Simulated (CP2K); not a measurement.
## Nb in CP2K: the effect of functional

Crystal: Nb.

```xyz
1
Lattice="2.8820 0.0000 0.0000 -0.9607 2.7172 0.0000 -0.9607 -1.3586 2.3532" Properties=species:S:1:pos:R:3 pbc="T T T"
Nb    0.0000    0.0000    0.0000
```

Alike in all runs:

| Item | Value |
| --- | --- |
| Program | CP2K 2026.2 |
| Task | band structure |
| Potentials or basis | POTENTIAL_UZH Nb GTH-PBE-q13; TZVP-MOLOPT-PBE-GTH basis |
| Density cutoff | 9184 eV |
| k mesh | 11 × 11 × 11 |
| Occupations | fermi-dirac, width 0.05 eV |
| Spin | no spin polarisation |

```tsv
functional	pressure (GPa)
LDA	-9.6
PBEsol	-6.4
RPBE	?
PW91	-1.2
OLYP	-4.3
r2SCAN	-2.2
```

Task: What does the run with functional RPBE give?

Result: Pressure 1.5 GPa.

Caveats: the potentials were made for another functional, which shifts forces and pressure; the basis of atomic orbitals isn't converged, which shifts pressures, moduli and gaps.

Runs at the PBE level aren't shown here.
